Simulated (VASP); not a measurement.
# Te2Mo in VASP: a series of runs

One slab, Te2Mo, is run at these levels: PBEsol, LDA; tasks: relaxation of cell and atoms.

Program: VASP 6.6.1. These are calculated values, not measurements. Logs are shortened: lines on timing, memory, paths and dates and some standing lists are left out, and cuts for length are marked.

## 1. The slab as given

The cell holds a slab with vacuum, 3 atoms: a = 3.518 Å, b = 3.518 Å, c = 21.605 Å, α = 90.00°, β = 90.00°, γ = 120.00°.

## 2. Relaxation of cell and atoms, PBEsol

Contents of INCAR:

```
PREC = Accurate
ENCUT = 600
EDIFF = 1E-6
ISMEAR = 0
SIGMA = 0.03
LREAL = False
LASPH = True
NELM = 80
ALGO = Normal
ISIF = 3
LWAVE = False
LCHARG = False
GGA = PS
IBRION = 2
NSW = 90
EDIFFG = -0.01
LATTICE_CONSTRAINTS = .TRUE. .TRUE. .FALSE.
```

Contents of KPOINTS:

```
regular mesh
0
Gamma
  12 12 1
```

Contents of POSCAR:

```
Te2Mo
1.0
    3.5182000000      0.0000000000      0.0000000000
   -1.7591000000      3.0468505800      0.0000000000
    0.0000000000      0.0000000000     21.6051888000
Te Mo
2 1
Direct
    0.3333333300      0.6666666700      0.4165666000
    0.3333333300      0.6666666700      0.5834334000
    0.6666666700      0.3333333300      0.5000000000
```

Potentials or basis: VASP PAW PBE potentials, release 64 (Te, Mo_sv).

Started as:

```console
$ cat potpaw_PBE.64/Te/POTCAR potpaw_PBE.64/Mo_sv/POTCAR > POTCAR
$ mpirun -np 1 vasp_std > vasp.out
```

OUTCAR:

```text
PREC = Accurate
   ENCUT = 600
   EDIFF = 1E-6
   ISMEAR = 0
   LREAL = False
   LASPH = True
   NELM = 80
   ISIF = 3
   GGA = PS
   IBRION = 2
   NSW = 90
   EDIFFG = -0.01

 ion  position               nearest neighbor table
   1  0.333  0.667  0.417-   3 2.72   3 2.72   3 2.72   2 3.61
   2  0.333  0.667  0.583-   3 2.72   3 2.72   3 2.72   1 3.61
   3  0.667  0.333  0.500-   1 2.72   2 2.72   1 2.72   2 2.72   1 2.72   2 2.72

  LATTYP: Found a hexagonal cell.
 ALAT       =     3.5182000000
 C/A-ratio  =     6.1409780001

  Lattice vectors:

 A1 = (   3.5182000000,   0.0000000000,   0.0000000000)
 A2 = (  -1.7591000000,   3.0468505800,   0.0000000000)
 A3 = (   0.0000000000,   0.0000000000,  21.6051888000)

Analysis of symmetry for initial positions (statically):
=====================================================================
 Subroutine PRICEL returns:
 Original cell was already a primitive cell.

 Routine SETGRP: Setting up the symmetry group for a
 hexagonal supercell.

 Subroutine GETGRP returns: Found 12 space group operations
 (whereof 12 operations were pure point group operations)
 out of a pool of 24 trial point group operations.

The static configuration has the point symmetry D_3h.

Analysis of symmetry for dynamics (positions and initial velocities):
=====================================================================
 Subroutine PRICEL returns:
 Original cell was already a primitive cell.

 Routine SETGRP: Setting up the symmetry group for a
 hexagonal supercell.

 Subroutine GETGRP returns: Found 12 space group operations
 (whereof 12 operations were pure point group operations)
 out of a pool of 24 trial point group operations.

The dynamic configuration has the point symmetry D_3h.

 Subroutine INISYM returns: Found 12 space group operations
 (whereof 12 operations are pure point group operations),
 and found     1 'primitive' translations

----------------------------------------------------------------------------------------

                                     Primitive cell

  volume of cell :     231.5953

  direct lattice vectors                    reciprocal lattice vectors
     3.518200000  0.000000000  0.000000000     0.284236257  0.164103879  0.000000000
    -1.759100000  3.046850580  0.000000000     0.000000000  0.328207759  0.000000000
     0.000000000  0.000000000 21.605188800     0.000000000  0.000000000  0.046285178

  length of vectors
     3.518200000  3.518200004 21.605188800     0.328207759  0.328207759  0.046285178

  position of ions in fractional coordinates (direct lattice)
     0.333333330  0.666666670  0.416566600
     0.333333330  0.666666670  0.583433400
     0.666666670  0.333333330  0.500000000

  ion indices of the primitive-cell ions
   primitive index   ion index
                 1           1
                 2           2
                 3           3

----------------------------------------------------------------------------------------

 KPOINTS: regular mesh

Automatic generation of k-mesh.
 Grid dimensions read from file:
 generate k-points for:   12   12    1

 Generating k-lattice:

  Cartesian coordinates                     Fractional coordinates (reciprocal lattice)
     0.023686355  0.013675323  0.000000000     0.083333333  0.000000000  0.000000000
     0.000000000  0.027350647  0.000000000     0.000000000  0.083333333  0.000000000
     0.000000000  0.000000000  0.046285178     0.000000000  0.000000000  1.000000000

  Length of vectors
     0.027350647  0.027350647  0.046285178

  Shift w.r.t. Gamma in fractional coordinates (k-lattice)
     0.000000000  0.000000000  0.000000000

 Subroutine IBZKPT returns following result:
 ===========================================

 Found     19 irreducible k-points:

 Following reciprocal coordinates:
            Coordinates               Weight
  0.000000  0.000000  0.000000      1.000000
  0.083333 -0.000000  0.000000      6.000000
  0.166667 -0.000000  0.000000      6.000000
  0.250000 -0.000000  0.000000      6.000000
  0.333333 -0.000000  0.000000      6.000000
  0.416667 -0.000000  0.000000      6.000000
[... 11 lines left out ...]
  0.333333  0.250000  0.000000     12.000000
  0.333333  0.333333  0.000000      2.000000
   k-points           NKPTS =     19   k-points in BZ     NKDIM =     19   number of bands    NBANDS=     17
   number of dos      NEDOS =    301   number of ions     NIONS =      3
   total plane-waves  NPLWV = 141120
   dimension x,y,z NGX =    28 NGY =   28 NGZ =  180
   dimension x,y,z NGXF=    56 NGYF=   56 NGZF=  360
   ions per type =               2   1
   NGX,Y,Z   is equivalent  to a cutoff of  13.23, 13.23, 13.85 a.u.
   NGXF,Y,Z  is equivalent  to a cutoff of  26.46, 26.46, 27.70 a.u.
 SYSTEM =  unknown system
   PREC   = accura    normal or accurate (medium, high low for compatibility)
   ISTART =      0    job   : 0-new  1-cont  2-samecut
   ICHARG =      2    charge: 1-file 2-atom 10-const
   ISPIN  =      1    spin polarized calculation?
   LNONCOLLINEAR =      F non collinear calculations
   LSORBIT =      F    spin-orbit coupling
   LASPH  =      T    aspherical Exc in radial PAW
   ENCUT  =  600.0 eV  44.10 Ry    6.64 a.u.   7.03  7.03 43.15*2*pi/ulx,y,z
   NELM   =     80;   NELMIN=  2; NELMDL= -5     # of ELM steps
   EDIFF  = 0.1E-05   stopping-criterion for ELM
   LREAL  =      F    real-space projection
   EDIFFG = -.1E-01   stopping-criterion for IOM
   NSW    =     90    number of steps for IOM
   IBRION =      2    ionic relax: 0-MD 1-quasi-New 2-CG
   NFREE  =      1    steps in history (QN), initial steepest desc. (CG)
   ISIF   =      3    stress and relaxation
   ISYM   =      2    0-nonsym 1-usesym 2-fastsym
   POTIM  = 0.5000    time-step for ionic-motion
   TEBEG  =    0.0;   TEEND  =   0.0 temperature during run
   PSTRESS=    0.0 pullay stress
   NELECT =      26.0000    total number of electrons
   NUPDOWN=      -1.0000    fix difference up-down
   EMIN   =  10.00;   EMAX   =-10.00  energy-range for DOS
   EFERMI =   0.00;   METHOD = LEGACY
   ISMEAR =     0;   SIGMA  =   0.03  broadening in eV -4-tet -1-fermi 0-gaus
   EFERMI_NEDOS =   21; number of points for ismear=-14 and -15
   IALGO  =     38    algorithm
   IMIX   =      4    mixing-type and parameters
     AMIX     =   0.40;   BMIX     =  1.00
     AMIX_MAG =   1.60;   BMIX_MAG =  1.00
  volume/ion in A,a.u.               =      77.20       520.96
  Fermi-wavevector in a.u.,A,eV,Ry     =   0.789750  1.492410  8.486012  0.623704
  Thomas-Fermi vector in A             =   1.894954
   LORBIT       =      0    0 simple, 1 ext, 2 COOP (PROOUT), +10 PAW based schemes
   GGA     = PS    functional components
   LHFCALC =     F    Hartree Fock is set to
   AEXX    =    0.0000 exact exchange contribution
   IVDW    =     0    specifies the selected vdW correction
   LEPSILON=     F    determine dielectric tensor
   LRPA    =     F    only Hartree local field effects (RPA)
 conjugate gradient relaxation of ions
 non-spin polarized calculation
 Gauss-broadening in eV      SIGMA  =   0.03
  energy-cutoff  :      600.00
  volume of cell :      231.60
 maximum number of plane-waves:      7761
   NGX = 15   NGY = 15   NGZ = 87

--------------------------------------- Ionic step        1  -------------------------------------------

 number of electron      26.0000001 magnetization

 Free energy of the ion-electron system (eV)
  ---------------------------------------------------
  ext. energy  EPLUGINS =         0.00000000
  ---------------------------------------------------
  free energy    TOTEN  =       -19.60949905 eV

  energy without entropy =      -19.60949905  energy(sigma->0) =      -19.60949905

------------------------ aborting loop because EDIFF is reached ----------------------------------------

  FORCE on cell =-STRESS in cart. coord.  units (eV):
  Direction    XX          YY          ZZ          XY          YZ          ZX
  --------------------------------------------------------------------------------------
  -------------------------------------------------------------------------------------
  Total       -0.7069306     -0.7069306     -0.3992716     -0.0000000      0.0000000      0.0000000
  in kB       -4.8905489     -4.8905490     -2.7621630     -0.0000000      0.0000000      0.0000000
  external PRESSURE =      -4.1810870 kB  Pullay stress =       0.0000000 kB

 VOLUME and BASIS-vectors are now :
 -----------------------------------------------------------------------------
  energy-cutoff  :      600.00
  volume of cell :      231.60
      direct lattice vectors                 reciprocal lattice vectors
     3.518200000  0.000000000  0.000000000     0.284236257  0.164103879  0.000000000
    -1.759100000  3.046850580  0.000000000     0.000000000  0.328207759  0.000000000
     0.000000000  0.000000000 21.605188800     0.000000000  0.000000000  0.046285178
[... 112 lines left out ...]
 POSITION                                       TOTAL-FORCE (eV/Angst)
 -----------------------------------------------------------------------------------
     -0.00000      2.01707      9.00051         0.000000      0.000000     -0.033119
     -0.00000      2.01707     12.60468         0.000000     -0.000000      0.033119
      1.74683      1.00853     10.80259        -0.000000      0.000000      0.000000
 -----------------------------------------------------------------------------------
    total drift:                               -0.000025      0.000015      0.000000

  FREE ENERGIE OF THE ION-ELECTRON SYSTEM (eV)
  ---------------------------------------------------
  free  energy   TOTEN  =       -19.6146420249 eV

  energy  without entropy=      -19.6146420249  energy(sigma->0) =      -19.61464202

--------------------------------------- Ionic step        5  -------------------------------------------

 number of electron      26.0000000 magnetization

 Free energy of the ion-electron system (eV)
  ---------------------------------------------------
  ext. energy  EPLUGINS =         0.00000000
  ---------------------------------------------------
  free energy    TOTEN  =       -19.61476734 eV

  energy without entropy =      -19.61476734  energy(sigma->0) =      -19.61476734

 E-fermi :  -0.5242     XC(G=0):  -3.9304

 val. band max:       -0.7319611825   @ k =   0.3333   0.3333   0.0000
 cond. band min:       0.4733397042   @ k =   0.3333   0.3333   0.0000
 fundamental gap:      1.2053008867
 Fermi energy:        -0.5241886758

 k-point     1 :       0.0000    0.0000    0.0000
  band No.  band energies     occupation
      1     -61.2621      2.00000
      2     -35.4781      2.00000
      3     -35.3217      2.00000
      4     -35.3217      2.00000
      5     -13.5126      2.00000
      6     -12.5447      2.00000
[... 9 lines left out ...]
     16       2.8504      0.00000
     17       2.8504      0.00000
[... 380 lines left out ...]
 POSITION                                       TOTAL-FORCE (eV/Angst)
 -----------------------------------------------------------------------------------
     -0.00000      2.01537      8.99695        -0.000000      0.000000      0.001088
     -0.00000      2.01537     12.60824        -0.000000      0.000000     -0.001088
      1.74536      1.00768     10.80259         0.000000     -0.000000      0.000000
 -----------------------------------------------------------------------------------
    total drift:                               -0.000025      0.000015      0.000000

  FREE ENERGIE OF THE ION-ELECTRON SYSTEM (eV)
  ---------------------------------------------------
  free  energy   TOTEN  =       -19.6147673382 eV

  energy  without entropy=      -19.6147673382  energy(sigma->0) =      -19.61476734

 reached required accuracy - stopping structural energy minimisation
```

Run time: 2.6 min. Hardware: 1 thread of Intel Xeon 6975P-C (Granite Rapids), shared host; peak memory 0.46 GiB.

What came out:

```
Free energy                            : -19.6148 eV
Relaxed volume                         : 76.00 Å³/atom
Relaxed cell                           : a = 3.491 Å, b = 3.491 Å, c = 21.605 Å, α = 90.00°, β = 90.00°, γ = 120.00°
Space group after relaxing (to 0.05 Å) : P-6m2 (No. 187)
Energy gained by relaxing              : 1.8 meV/atom
Ionic steps                            : 5
Band gap on the k mesh                 : 1.21 eV, direct
```

The path:
| step | energy change (eV) | largest force (eV/Å) | pressure (GPa) | volume (Å³) |
| --- | --- | --- | --- | --- |
| 1 | 0.0000 | 0.1055 | -0.42 | 231.60 |
| 2 | -0.0019 | 0.1869 | 0.39 | 226.36 |
| 3 | -0.0049 | 0.0559 | 0.03 | 228.63 |
| 4 | -0.0051 | 0.0331 | 0.02 | 228.38 |
| 5 | -0.0053 | 0.0011 | -0.01 | 227.99 |

Final structure:
```xyz
3
Lattice="3.4907 0.0000 0.0000 -1.7454 3.0231 0.0000 0.0000 0.0000 21.6052" Properties=species:S:1:pos:R:3 pbc="T T T"
Te    0.0000    2.0154    8.9970
Te    0.0000    2.0154   12.6082
Mo    1.7454    1.0077   10.8026
```

Caveat: the PAW data sets were made with another functional, which shifts forces and pressure a little; spin-orbit coupling is left out, which moves the levels of the heavy elements. As with any semilocal functional, this PBEsol gap is likely too small.

[end of part 1 of 2]
